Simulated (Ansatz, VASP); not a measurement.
## One calculation of CoO, two programs

The input INCAR:

```
SYSTEM = CoO
PREC = Accurate ; ENCUT = 520
EDIFF = 1E-7 ; ISMEAR = 0
SIGMA = 0.1 ; LREAL = .FALSE.
LASPH = .TRUE. ; NELM = 150
ALGO = Normal ; ISIF = 2
LWAVE = .FALSE. ; LCHARG = .FALSE.
ISPIN = 2 ; MAGMOM = 2.75 0.38
LORBIT = 11 ; LMAXMIX = 4
GGA = PS ; NBANDS = 18
```

Contents of KPOINTS:

```
Automatic mesh
0
G
  3 3 3
  0 0 0
```

File POSCAR:

```
CoO
1.0
    1.5054695445      0.8691832468      2.4399269062
   -1.5054695445      0.8691832468      2.4399269062
    0.0000000000     -1.7383664936      2.4399269062
Co O
1 1
Direct
    0.0000000000      0.0000000000      0.0000000000
    0.5000000000      0.5000000000      0.5000000000
```

Input for Ansatz:

```yaml
crystal:
  lattice:
    - [1.5054695445, 0.8691832468, 2.4399269062]
    - [-1.5054695445, 0.8691832468, 2.4399269062]
    - [0.0, -1.7383664936, 2.4399269062]
  atoms:
    - { symbol: Co, position: [0.0, 0.0, 0.0], spin: 2.75 }
    - { symbol: O, position: [0.5, 0.5, 0.5], spin: 0.38 }
basis:
  ecutwfc: 420
kpoints:
  mp_grid: { grid: [3, 3, 3] }
hamiltonian:
  xc: pbesol
scf:
  occupations: { method: gaussian, width: 0.1 }
output:
  forces: true
  stress: true
  eigenvalues: true
  populations: true
magnetization:
  spin_polarized: true
```

Alike in both runs: task single point; functional PBEsol; k mesh 3 × 3 × 3; occupations gaussian, width 0.1 eV; collinear spin.

|  | VASP | Ansatz |
| --- | --- | --- |
| version | VASP 6.6.1 | Ansatz 0.2.0 |
| potentials or method | VASP PAW PBE potentials, release 64 (Co, O) | scalar-relativistic, plane waves, PAW |
| plane-wave cutoff (eV) | 520 | 420 |
| valence electrons in the cell | 15 | 23 |

VASP gave:

* gap on the k mesh at the Fermi level (eV): none
* pressure (GPa): -9.3
* largest component of the traceless stress (GPa): 0.54
* net moment per atom (μB): 1.50
* size of the moment on the site where the two differ most (μB): 2.59

**Question.** Which values does Ansatz return?

**Answer.** gap on the k mesh at the Fermi level (eV): none; pressure (GPa): -9.0; largest component of the traceless stress (GPa): 0.53; net moment per atom (μB): 1.50; size of the moment on the site where the two differ most (μB): 2.52.

Site moments also hang on the region over which each program counts them. A gap of «none» marks a metal or a gap that the smearing closes. The two sets of potentials don't hold the same shells in valence.

Caveats: the k mesh is coarse (spacing up to 0.85 Å⁻¹), so the values aren't converged; the PAW data sets were made with another functional, which shifts forces and pressure a little (VASP); a cell with one magnetic atom can't hold antiferromagnetic order, which such compounds often take; semilocal functionals often make such compounds metallic where correlation or magnetic order opens a gap, which also shifts bond lengths.
